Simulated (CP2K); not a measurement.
SiO2:

```
Si O
1.0
     4.97559    0.00000    0.00000
     0.00000    4.97559    0.00000
     0.00000    0.00000    6.90089
Si O
4 8
Direct
  0.80325 0.80325 0.50000
  0.69675 0.30325 0.25000
  0.30325 0.69675 0.75000
  0.19675 0.19675 0.00000
  0.76176 0.11039 0.43204
  0.88961 0.23824 0.06796
  0.11039 0.76176 0.56796
  0.26176 0.38961 0.81796
  0.23824 0.88961 0.93204
  0.73824 0.61039 0.31796
  0.38961 0.26176 0.18204
  0.61039 0.73824 0.68204
```

The cell comes from a database or a generator and needn't be the stable form of this composition.

Base run:

```yaml
Program: CP2K 2026.2
Functional: PBEsol
Potentials_or_basis: POTENTIAL_UZH Si GTH-PBE-q4, O GTH-PBE-q6; DZVP-MOLOPT-PBE-GTH basis
Density_cutoff: 11565 eV
k_mesh: 4 × 4 × 3
Occupations: fermi-dirac, width 0.05 eV
Spin: no spin polarisation
```

Its results: pressure 4.3 GPa; largest force 0.369 eV/Å.

**Question.** After a change of settings the same cell gave: pressure 0.8 GPa; largest force 0.187 eV/Å. Which change was it?
A. functional from PBEsol to LDA
B. functional from PBEsol to MS2
C. functional from PBEsol to PBE
D. functional from PBEsol to vdW-DF2

**Answer.** B.

Caveats: the potentials were made for another functional, which shifts forces and pressure; the basis of atomic orbitals isn't converged, which shifts pressures, moduli and gaps.
